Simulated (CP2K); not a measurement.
The system is Ag.

```xyz
1
Lattice="2.8889 0.0000 0.0000 1.4444 2.5018 0.0000 1.4444 0.8339 2.3588" Properties=species:S:1:pos:R:3 pbc="T T T"
Ag    0.0000    0.0000    0.0000
```

Base run:

| Item | Value |
| --- | --- |
| Program | CP2K 2026.2 |
| Functional | WC |
| Potentials or basis | POTENTIAL_UZH Ag GTH-PBE-q11; TZVP-MOLOPT-PBE-GTH basis |
| Density cutoff | 9184 eV |
| k mesh | 11 × 11 × 11 |
| Occupations | fermi-dirac, width 0.05 eV |
| Spin | no spin polarisation |

Its results: band gap on the k mesh none (metal or under the smearing width); pressure -1.3 GPa.

Problem. After a change of settings the same cell gave: band gap on the k mesh none (metal or under the smearing width); pressure 7.2 GPa. Which change was it?
A. functional from WC to r2SCAN
B. functional from WC to PBEsol
C. functional from WC to LDA
D. functional from WC to RPBE

Solution. D.

RPBE binds less tightly than WC, so the same cell stands under more pressure.

Caveats: the potentials were made for another functional, which shifts forces and pressure; the basis of atomic orbitals isn't converged, which shifts pressures, moduli and gaps.

Runs at the PBE level aren't shown here.
